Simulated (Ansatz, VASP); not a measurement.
**GaP in two plane-wave programs**

Aim: how closely do two programs agree when they are given the same cell, functional and k mesh? The cell is taken from a series of runs on this material, whose earlier steps may have relaxed, scaled, displaced or heated it; both programs get it as it stands.

Main program and level: Ansatz 0.2.0; plane waves, with VASP 6.6.1 beside it; zone-centre phonons at LDA.

**1. Starting point**

It takes space group I-4m2 (No. 119, tetragonal). Conventional cell: a = 3.768 Å, b = 3.768 Å, c = 5.607 Å, α = 90.00°, β = 90.00°, γ = 90.00°. P has 4 Ga at 2.35 Å nearest. Nearest to Ga lie 4 P at 2.35 Å. Farther neighbours are not listed.

As a file:

```
P Ga
1.0
     0.00000    2.66469    2.80353
     2.66469    0.00000    2.80353
     2.66469    2.66469    0.00000
P Ga
1 1
Direct
  0.75000 0.75000 0.75000
  0.00000 0.00000 0.00000
```

**2. VASP: zone-centre phonons, LDA**

Second derivatives magnify differences that forces hide, and they need a tight electronic threshold.

Lines of VASP's logs that name or quote its potential files are left out, and so is its time.

Input file INCAR:

```
SYSTEM = GaP
PREC = Accurate
ENCUT = 500
EDIFF = 1E-08
NELM = 120
ISMEAR = 0
SIGMA = 0.01
LREAL = .FALSE.
ALGO = Normal
GGA = CA
NBANDS = 15
LORBIT = 11
LWAVE = .FALSE.
LCHARG = .FALSE.
ISIF = 2
IBRION = 8
LEPSILON = .TRUE.
LASPH = .TRUE.
GGA_COMPAT = .FALSE.
EFERMI = MIDGAP
KPAR = 2
```

Input file POSCAR:

```
GaP
1.0
    0.0000000000      2.6646857286      2.8035339193
    2.6646857286      0.0000000000      2.8035339193
    2.6646857286      2.6646857286      0.0000000000
P Ga
1 1
Direct
    0.7500000000      0.7500000000      0.7500000000
    0.0000000000      0.0000000000      0.0000000000
```

Input file KPOINTS:

```
Automatic mesh
0
Gamma
12 12 12
0 0 0
```

PAW data sets: P and Ga_d (LDA family, release 64).

Started as:

```console
$ mpirun -np 2 vasp_std
```

Numbers of over 12 decimals in the logs are rounded to 6 here.

Output:

```text
[banner, memory and clock lines left out]
running    2 mpi-ranks, on    1 nodes
 distrk:  each k-point on    1 cores,    2 groups
 distr:  one band on    1 cores,    1 groups

 POSCAR found type information on POSCAR P Ga
 POSCAR found :  2 types and       2 ions
 LDA part: xc-table for (Slater(with rela. corr.)+CA(PZ))
 , standard interpolation
 POSCAR, INCAR and KPOINTS ok, starting setup
 FFT: planning ... GRIDC
 FFT: planning ... GRID_SOFT
 FFT: planning ... GRID
 WAVECAR not read
 entering main loop
       N       E                     dE             d eps       ncg     rms          rms(c)
DAV:   1     0.796841274184E+02    0.79684E+02   -0.89081E+03  5001   0.168E+03
DAV:   2    -0.449756981996E+01   -0.84182E+02   -0.80429E+02  5527   0.317E+02
DAV:   3    -0.106547607132E+02   -0.61572E+01   -0.61341E+01  6031   0.690E+01
DAV:   4    -0.107576545898E+02   -0.10289E+00   -0.10286E+00  6239   0.966E+00
DAV:   5    -0.107597949129E+02   -0.21403E-02   -0.21402E-02  6301   0.120E+00    0.440E+00
DAV:   6    -0.104866213162E+02    0.27317E+00   -0.38764E-01  7562   0.111E+01    0.283E+00
DAV:   7    -0.104381567970E+02    0.48465E-01   -0.89614E-02  6434   0.219E+00    0.106E+00
DAV:   8    -0.104334431138E+02    0.47137E-02   -0.11890E-02  6180   0.126E+00    0.197E-01
DAV:   9    -0.104334122226E+02    0.30891E-04   -0.10219E-03  7283   0.420E-01    0.634E-02
DAV:  10    -0.104334109007E+02    0.13219E-05   -0.49598E-05  7515   0.840E-02    0.253E-02
DAV:  11    -0.104334169350E+02   -0.60343E-05   -0.83773E-06  6235   0.434E-02    0.726E-03
DAV:  12    -0.104334167433E+02    0.19168E-06   -0.49568E-07  6174   0.755E-03    0.490E-03
DAV:  13    -0.104334167187E+02    0.24583E-07   -0.19864E-07  6431   0.445E-03    0.890E-04
DAV:  14    -0.104334167180E+02    0.68485E-09   -0.87221E-09  4195   0.113E-03
   1 F= -.10433417E+02 E0= -.10433417E+02  d E =0.000000E+00
 Linear response reoptimize wavefunctions to high precision
DAV:   1    -0.104334167181E+02   -0.50932E-10   -0.16606E-09  4929   0.398E-04
DAV:   2    -0.104334167181E+02   -0.39108E-10   -0.24025E-10  3201   0.151E-04
 Linear response G [H, r] |phi>, progress :
  Direction:   1
       N       E                     dE             d eps       ncg     rms
RMM:   1    -0.396353648799E+02   -0.39635E+02    0.17381E+02  5688   0.235E+02
RMM:   2    -0.476140121042E+02   -0.79786E+01   -0.21238E+01 10155   0.351E+01
RMM:   3    -0.485627703939E+02   -0.94876E+00   -0.20471E+00 10217   0.857E+00
RMM:   4    -0.485947508567E+02   -0.31980E-01   -0.16871E-01 10685   0.231E+00
RMM:   5    -0.485930412924E+02    0.17096E-02   -0.98943E-03 10689   0.598E-01
RMM:   6    -0.485928380303E+02    0.20326E-03    0.14031E-03 10824   0.199E-01
RMM:   7    -0.485930103104E+02   -0.17228E-03    0.61846E-04 10843   0.730E-02
RMM:   8    -0.485930930665E+02   -0.82756E-04   -0.49446E-05 10909   0.294E-02
RMM:   9    -0.485930899676E+02    0.30990E-05    0.12557E-05 10823   0.129E-02
RMM:  10    -0.485930931810E+02   -0.32134E-05   -0.12408E-05 10784   0.601E-03
RMM:  11    -0.485930926338E+02    0.54719E-06   -0.52817E-06  9623   0.304E-03
RMM:  12    -0.485930917884E+02    0.84538E-06    0.36311E-06  8276   0.171E-03
RMM:  13    -0.485930957294E+02   -0.39410E-05   -0.35526E-05  6821   0.113E-03
RMM:  14    -0.485930940982E+02    0.16312E-05   -0.19316E-05  5784   0.845E-04
RMM:  15    -0.485930942819E+02   -0.18372E-06   -0.21005E-05  5265   0.748E-04
RMM:  16    -0.485930944267E+02   -0.14480E-06   -0.22528E-05  5036   0.669E-04
RMM:  17    -0.485930947566E+02   -0.32984E-06   -0.26028E-05  4819   0.663E-04
RMM:  18    -0.485930945717E+02    0.18489E-06   -0.23341E-05  4578   0.624E-04
RMM:  19    -0.485930943705E+02    0.20114E-06   -0.23927E-05  4427   0.634E-04
 Linear response G [H, r] |phi>, progress :
  Direction:   2
       N       E                     dE             d eps       ncg     rms
RMM:   1    -0.375013963935E+02   -0.37501E+02    0.17425E+02  5718   0.232E+02
RMM:   2    -0.429582505854E+02   -0.54569E+01   -0.18394E+01 10073   0.339E+01
RMM:   3    -0.440052406839E+02   -0.10470E+01   -0.19085E+00 10139   0.842E+00
RMM:   4    -0.440400373588E+02   -0.34797E-01   -0.16907E-01 10597   0.229E+00
RMM:   5    -0.440383838619E+02    0.16535E-02   -0.84644E-03 10680   0.608E-01
RMM:   6    -0.440385358974E+02   -0.15204E-03    0.21147E-04 10832   0.205E-01
RMM:   7    -0.440386180507E+02   -0.82153E-04    0.46081E-04 10851   0.764E-02
RMM:   8    -0.440387034116E+02   -0.85361E-04   -0.18433E-04 10931   0.317E-02
RMM:   9    -0.440386923923E+02    0.11019E-04   -0.33241E-05 10834   0.140E-02
RMM:  10    -0.440386931527E+02   -0.76037E-06   -0.30605E-05 10766   0.660E-03
RMM:  11    -0.440386951042E+02   -0.19515E-05   -0.48644E-05  9604   0.323E-03
RMM:  12    -0.440386944716E+02    0.63256E-06   -0.40479E-05  8338   0.172E-03
RMM:  13    -0.440386977399E+02   -0.32683E-05   -0.72490E-05  6705   0.101E-03
[...]
RMM:   5    -0.113207219960E+01   -0.66200E-02   -0.16427E-03 30040   0.266E-01    0.366E-02
RMM:   6    -0.113532021791E+01   -0.32480E-02   -0.22278E-04 29969   0.873E-02    0.276E-02
RMM:   7    -0.113538498346E+01   -0.64766E-04   -0.38168E-05 29675   0.315E-02    0.262E-03
RMM:   8    -0.113554496313E+01   -0.15998E-03   -0.12179E-05 30531   0.104E-02    0.855E-04
[...]
RMM:   9    -0.118858690500E+01    0.29882E-04    0.49058E-08 17875   0.450E-03    0.342E-04
RMM:  10    -0.118858591081E+01    0.99419E-06    0.13484E-07 17756   0.172E-03    0.127E-04
RMM:  11    -0.118858189876E+01    0.40120E-05    0.76778E-08 17379   0.697E-04    0.776E-05
RMM:  12    -0.118858056572E+01    0.13330E-05    0.19548E-08 14183   0.267E-04    0.249E-05
RMM:  13    -0.118858038612E+01    0.17960E-06   -0.31075E-09  7705   0.118E-04    0.140E-05
RMM:  14    -0.118858017513E+01    0.21099E-06    0.68864E-09  6042   0.701E-05    0.224E-06
 change of polarisation eV/A/(eV/A) component  3 :     0.829     0.184     2.253
 dielectric tensor                  component  3 :     3.767     0.838    11.238
 Linear response DOF=           4
 Linear response progress:
  Degree of freedom:   1/  4
       N       E                     dE             d eps       ncg     rms          rms(c)
RMM:   1    -0.509090301143E-01   -0.50909E-01    0.18853E-03 33724   0.177E+00
RMM:   2    -0.471806446127E-01    0.37284E-02   -0.60256E-03 25982   0.535E-01    0.118E-01
RMM:   3    -0.471949348129E-01   -0.14290E-04   -0.50262E-04 28960   0.172E-01    0.575E-02
RMM:   4    -0.474397068912E-01   -0.24477E-03   -0.69503E-05 28251   0.633E-02    0.110E-02
RMM:   5    -0.474549281468E-01   -0.15221E-04   -0.77079E-06 30255   0.216E-02    0.686E-03
RMM:   6    -0.474383680012E-01    0.16560E-04   -0.14930E-06 28238   0.785E-03    0.360E-03
RMM:   7    -0.474393239256E-01   -0.95592E-06   -0.22752E-07 30012   0.304E-03    0.861E-04
RMM:   8    -0.474372826656E-01    0.20413E-05   -0.20492E-08 29041   0.102E-03    0.146E-04
RMM:   9    -0.474369492073E-01    0.33346E-06    0.20232E-10 29890   0.307E-04    0.273E-05
RMM:  10    -0.474370082263E-01   -0.59019E-07    0.71243E-09 28759   0.110E-04    0.958E-06
RMM:  11    -0.474370028222E-01    0.54041E-08    0.62618E-09 30017   0.447E-05    0.631E-06
 first order change of Fermi-energy   0.38471E-04
 force on displaced ion       1 direction 1 :  -9.979  -0.000   0.000
 Born effective charge ion    1 direction 1 :  -2.036   0.000   0.000
 Linear response progress:
  Degree of freedom:   2/  4
       N       E                     dE             d eps       ncg     rms          rms(c)
RMM:   1    -0.509601889691E-01   -0.50960E-01    0.84769E-03 19093   0.183E+00
RMM:   2    -0.476114878876E-01    0.33487E-02   -0.61129E-03 15341   0.535E-01    0.125E-01
RMM:   3    -0.476829157348E-01   -0.71428E-04   -0.48768E-04 16825   0.170E-01    0.608E-02
RMM:   4    -0.479579640167E-01   -0.27505E-03   -0.77924E-05 16433   0.662E-02    0.114E-02
RMM:   5    -0.479691704047E-01   -0.11206E-04   -0.89920E-06 17653   0.226E-02    0.679E-03
RMM:   6    -0.479530661019E-01    0.16104E-04   -0.14318E-06 16487   0.792E-03    0.422E-03
RMM:   7    -0.479533029274E-01   -0.23683E-06   -0.22889E-07 17435   0.302E-03    0.401E-04
RMM:   8    -0.479507041053E-01    0.25988E-05   -0.24930E-08 16807   0.971E-04    0.167E-04
RMM:   9    -0.479502829717E-01    0.42113E-06   -0.32979E-09 17516   0.300E-04    0.295E-05
RMM:  10    -0.479504035883E-01   -0.12062E-06   -0.61331E-10 16848   0.107E-04    0.326E-06
RMM:  11    -0.479503930689E-01    0.10519E-07   -0.91528E-10 17447   0.405E-05    0.523E-06
RMM:  12    -0.479503935082E-01   -0.43936E-09    0.90892E-11 16315   0.178E-05    0.221E-06
 first order change of Fermi-energy  -0.14924E+01
 force on displaced ion       1 direction 3 :   0.000   0.000 -10.093
 Born effective charge ion    1 direction 3 :   0.000   0.000  -2.256
 Linear response progress:
  Degree of freedom:   3/  4
       N       E                     dE             d eps       ncg     rms          rms(c)
RMM:   1    -0.166724820997E+00   -0.16672E+00    0.12849E-01 17963   0.872E+00
RMM:   2    -0.164930048424E+00    0.17948E-02   -0.27247E-02 27726   0.144E+00    0.544E-02
RMM:   3    -0.165241246837E+00   -0.31120E-03   -0.39074E-03 28962   0.429E-01    0.397E-02
RMM:   4    -0.165104062148E+00    0.13718E-03   -0.14736E-03 30683   0.173E-01    0.148E-02
RMM:   5    -0.165082758610E+00    0.21304E-04   -0.37093E-05 30445   0.410E-02    0.527E-03
RMM:   6    -0.165086629451E+00   -0.38708E-05   -0.41271E-06 30137   0.145E-02    0.765E-04
RMM:   7    -0.165086387813E+00    0.24164E-06   -0.68911E-07 30086   0.575E-03    0.165E-04
RMM:   8    -0.165085929751E+00    0.45806E-06   -0.38508E-07 30734   0.241E-03    0.420E-05
RMM:   9    -0.165085821494E+00    0.10826E-06   -0.10760E-08 30525   0.102E-03    0.167E-05
RMM:  10    -0.165085781132E+00    0.40362E-07   -0.47888E-08 30818   0.457E-04    0.127E-05
RMM:  11    -0.165085717980E+00    0.63153E-07   -0.23965E-08 30562   0.213E-04    0.394E-06
RMM:  12    -0.165085725453E+00   -0.74733E-08   -0.23483E-09 30724   0.102E-04    0.175E-06
 first order change of Fermi-energy  -0.14657E-04
 force on displaced ion       2 direction 1 :  -9.975   0.000   0.000
 Born effective charge ion    2 direction 1 :   2.021   0.000   0.000
 Linear response progress:
  Degree of freedom:   4/  4
       N       E                     dE             d eps       ncg     rms          rms(c)
RMM:   1    -0.167495496053E+00   -0.16750E+00    0.86677E-02 10558   0.842E+00
RMM:   2    -0.165403418948E+00    0.20921E-02   -0.26597E-02 16027   0.140E+00    0.566E-02
RMM:   3    -0.165664800238E+00   -0.26138E-03   -0.37118E-03 16926   0.419E-01    0.437E-02
RMM:   4    -0.165526389436E+00    0.13841E-03   -0.10388E-03 17719   0.152E-01    0.142E-02
RMM:   5    -0.165504212787E+00    0.22177E-04   -0.40859E-05 17736   0.389E-02    0.473E-03
RMM:   6    -0.165506420454E+00   -0.22077E-05   -0.67196E-06 17306   0.139E-02    0.868E-04
RMM:   7    -0.165506885178E+00   -0.46472E-06   -0.71111E-07 17597   0.576E-03    0.148E-04
RMM:   8    -0.165505730402E+00    0.11548E-05   -0.85152E-07 17584   0.242E-03    0.504E-05
RMM:   9    -0.165505532996E+00    0.19741E-06   -0.32644E-07 17779   0.101E-03    0.295E-05
RMM:  10    -0.165505327930E+00    0.20507E-06   -0.13468E-07 17530   0.447E-04    0.806E-06
RMM:  11    -0.165505351912E+00   -0.23983E-07   -0.10177E-08 17847   0.205E-04    0.360E-06
RMM:  12    -0.165505338762E+00    0.13150E-07   -0.46593E-08 17912   0.964E-05    0.197E-06
RMM:  13    -0.165505332043E+00    0.67194E-08   -0.20892E-08 17524   0.476E-05    0.649E-07
 first order change of Fermi-energy   0.14929E+01
 force on displaced ion       2 direction 3 :   0.000   0.000 -10.090
 Born effective charge ion    2 direction 3 :   0.000   0.000   2.245
 Born effective charges drift removed
 Linear response finished
```

From OUTCAR (step 2):

```text
ion  position               nearest neighbor table
   1  0.750  0.750  0.750-   2 2.35   2 2.35   2 2.35   2 2.35
   2  0.000  0.000  0.000-   1 2.35   1 2.35   1 2.35   1 2.35

  LATTYP: Found a body centered tetragonal cell.
 ALAT       =     3.7684346968
 C/A-ratio  =     1.4879036761

 Subroutine GETGRP returns: Found  8 space group operations
 (whereof  8 operations were pure point group operations)

The static configuration has the point symmetry D_2d.

 Found    163 irreducible k-points:

   k-points           NKPTS =    163   k-points in BZ     NKDIM =    163   number of bands    NBANDS=     15

   dimension x,y,z NGX =    28 NGY =   28 NGZ =   28
   dimension x,y,z NGXF=    56 NGYF=   56 NGZF=   56

   ENCUT  =  500.0 eV  36.75 Ry    6.06 a.u.   7.05  7.05  6.87*2*pi/ulx,y,z

   NELECT =      18.0000    total number of electrons

 k-points in reciprocal lattice and weights: Automatic mesh
   0.00000000  0.00000000  0.00000000       0.001
   0.08333333 -0.00000000  0.00000000       0.005
   0.16666667 -0.00000000  0.00000000       0.005
   0.25000000 -0.00000000  0.00000000       0.005
   0.33333333 -0.00000000  0.00000000       0.005
   0.41666667 -0.00000000  0.00000000       0.005
   0.50000000 -0.00000000  0.00000000       0.002
   0.08333333  0.08333333  0.00000000       0.001
   0.16666667  0.08333333  0.00000000       0.005
[...]
-0.33333333  0.16666667  0.50000000       0.002
  -0.25000000  0.25000000  0.50000000       0.001

 average (electrostatic) potential at core
       1 -84.4666       2 -66.4125

  Total        0.0233018      0.0233018     -1.0514148      0.0000000      0.0000000      0.0000000
  in kB        0.9377197      0.9377197    -42.3113466      0.0000000      0.0000000      0.0000000
  external PRESSURE =     -13.4786357 kB  Pullay stress =       0.0000000 kB

  energy-cutoff  :      500.00
  volume of cell :       39.81
      direct lattice vectors                 reciprocal lattice vectors
     0.000000000  2.664685729  2.803533919    -0.187639388  0.187639388  0.178346335
     2.664685729  0.000000000  2.803533919     0.187639388 -0.187639388  0.178346335
     2.664685729  2.664685729  0.000000000     0.187639388  0.187639388 -0.178346335

 POSITION                                       TOTAL-FORCE (eV/Angst)
 -----------------------------------------------------------------------------------
      3.99703      3.99703      4.20530         0.000000      0.000000      0.000000
      0.00000      0.00000      0.00000        -0.000000     -0.000000     -0.000000
 -----------------------------------------------------------------------------------
    total drift:                               -0.000000     -0.000000     -0.000000

 MACROSCOPIC STATIC DIELECTRIC TENSOR (including local field effects in DFT)
 ------------------------------------------------------
          10.775825     0.000000     0.000000
           0.000000    10.775825    -0.000000
           0.000000    -0.000000    11.238315
 ------------------------------------------------------

 PIEZOELECTRIC TENSOR (including local field effects)  for field in x, y, z        (C/m^2)
          XX          YY          ZZ          XY          YZ          ZX
  --------------------------------------------------------------------------------
  x     0.00000    -0.00000    -0.00000     0.00000     0.80482     0.00000
  y    -0.00000    -0.00000    -0.00000     0.00000     0.00000     0.80482
  z     0.00000     0.00000     0.00000     0.73109     0.00000     0.00000

 BORN EFFECTIVE CHARGES (including local field effects) (in |e|, cummulative output)
 ---------------------------------------------------------------------------------
 ion    1
    1    -2.02956     0.00000     0.00000
    2     0.00000    -2.02956    -0.00000
    3     0.00000     0.00000    -2.25089
 ion    2
    1     2.02956     0.00000     0.00000
    2     0.00000     2.02956     0.00000
    3     0.00000     0.00000     2.25089

 Eigenvectors and eigenvalues of the dynamical matrix
 ----------------------------------------------------

   1 f  =   10.724250 THz    67.382450 2PiTHz  357.722473 cm-1    44.351914 meV
             X         Y         Z           dx          dy          dz
      3.997029  3.997029  4.205301    -0.000000    0.000000    0.832150
      0.000000  0.000000  0.000000     0.000000   -0.000000   -0.554551

   2 f  =   10.663303 THz    66.999510 2PiTHz  355.689508 cm-1    44.099859 meV
             X         Y         Z           dx          dy          dz
      3.997029  3.997029  4.205301     0.646636   -0.523782    0.000000
      0.000000  0.000000  0.000000    -0.430911    0.349042   -0.000000

   3 f  =   10.663303 THz    66.999510 2PiTHz  355.689508 cm-1    44.099859 meV
             X         Y         Z           dx          dy          dz
      3.997029  3.997029  4.205301     0.523782    0.646636   -0.000000
      0.000000  0.000000  0.000000    -0.349042   -0.430911    0.000000

   4 f/i=    0.000804 THz     0.005054 2PiTHz    0.026830 cm-1     0.003327 meV
             X         Y         Z           dx          dy          dz
      3.997029  3.997029  4.205301     0.000000    0.000000   -0.554551
      0.000000  0.000000  0.000000     0.000000    0.000000   -0.832150

   5 f/i=    0.000940 THz     0.005905 2PiTHz    0.031346 cm-1     0.003886 meV
             X         Y         Z           dx          dy          dz
      3.997029  3.997029  4.205301    -0.554264   -0.017507   -0.000000
      0.000000  0.000000  0.000000    -0.831742   -0.026272   -0.000000

   6 f/i=    0.000940 THz     0.005905 2PiTHz    0.031346 cm-1     0.003886 meV
             X         Y         Z           dx          dy          dz
      3.997029  3.997029  4.205301    -0.017507    0.554264    0.000000
      0.000000  0.000000  0.000000    -0.026272    0.831742    0.000000

 MACROSCOPIC STATIC DIELECTRIC TENSOR IONIC CONTRIBUTION
 ------------------------------------------------------
           1.876443    -0.000000     0.000000
          -0.000000     1.876443     0.000000
           0.000000     0.000000     2.281843
 ------------------------------------------------------

 ELASTIC MODULI CONTR FROM IONIC RELAXATION (kBar)
 Direction    XX          YY          ZZ          XY          YZ          ZX
 --------------------------------------------------------------------------------
 XX           0.0000      0.0000      0.0000      0.0000      0.0000      0.0000
 YY           0.0000      0.0000      0.0000      0.0000      0.0000      0.0000
 ZZ           0.0000      0.0000      0.0000      0.0000      0.0000      0.0000
 XY           0.0000      0.0000      0.0000   -198.6578     -0.0000     -0.0000
 YZ           0.0000      0.0000      0.0000     -0.0000   -206.6671      0.0000
 ZX           0.0000      0.0000      0.0000     -0.0000      0.0000   -186.4388
 --------------------------------------------------------------------------------

 PIEZOELECTRIC TENSOR IONIC CONTR  for field in x, y, z        (C/m^2)
          XX          YY          ZZ          XY          YZ          ZX
  --------------------------------------------------------------------------------
  x     0.00000     0.00000     0.00000    -0.00000    -0.58597     0.00000
  y     0.00000     0.00000     0.00000    -0.00000     0.00000    -0.55656
  z     0.00000     0.00000     0.00000    -0.63353    -0.00000    -0.00000
```

(Continued in part 2 of 2.)

[Lines on the potential files, build, host, timing and source positions are cut from VASP's logs without a mark.]

[Logs are printed without paths, hosts, clocks, repeated set-up lines and the standing remarks that a program may print on its own settings, such as how far it seeks lower states.]

[Hosts, paths, dates, database ids (printed as entryN), source tags and the programs' standing remarks are cut or masked in the printed files.]
